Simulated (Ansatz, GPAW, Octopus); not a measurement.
**8 crystals, 3 set-ups of PBE: the band gap**

The same calculation (PBE, Γ-centred k mesh with a spacing near 0.25 Å⁻¹, Fermi-Dirac smearing of 0.05 eV, no spin-orbit coupling) was run on each cell with:

- A: Octopus, pseudodojo_pbe (PseudoDojo 0.5, PBE), on a real-space grid
- B: GPAW, GPAW PAW data sets (gpaw-data 1.2.1), cutoffs 600 to 800 eV
- C: Ansatz LAPW, all-electron LAPW, scalar-relativistic

Gaps hold for the cell as given (a database cell, not always the measured one). They are the smaller of the mesh's gap and, where one was run, the band path's. † marks indirect gaps read on the mesh alone; where an edge lies between its points they come out too high, by up to a few tenths of an eV. Brackets give the space group and the cell's volume in Å³ per atom. Not every cell is the stable form of its formula. Spin polarisation and spin-orbit coupling are off unless named.

```csv
crystal,A (eV),B (eV),C (eV)
ZnSe (F-43m; 22.76),1.289,1.298,1.290
CaO (Fm-3m; 13.89),3.659†,3.691†,3.652†
NaCl (Fm-3m; 21.81),5.218,5.222,5.217
AlN (F-43m; 10.42),3.322†,3.308†,3.318†
CdS (F-43m; 24.81),1.146,1.126,1.146
SiC (F-43m; 10.35),1.362†,1.349†,1.359†
"P (Cmce, 4 atoms; 20.46)",0.093,0.095,0.100
NaF (Fm-3m; 12.49),6.320,6.306,6.289
```

Q: Which set-up lies closest to the all-electron result, and which farthest?

A: Closest is A (Octopus, pseudodojo_pbe (PseudoDojo 0.5, PBE)), farthest B (GPAW, GPAW PAW data sets (gpaw-data 1.2.1)); A is the nearer of the two in 6 of 8 crystals. Against the all-electron result, the mean absolute deviation is A 0.007, B 0.014 eV. The largest single deviation is +0.039 eV, for CaO in B. The figures use the values as printed. The all-electron reference has errors of its own basis, so a deviation may be partly its. The functional is the same throughout, so these differences measure potentials, basis sets and numerical settings.
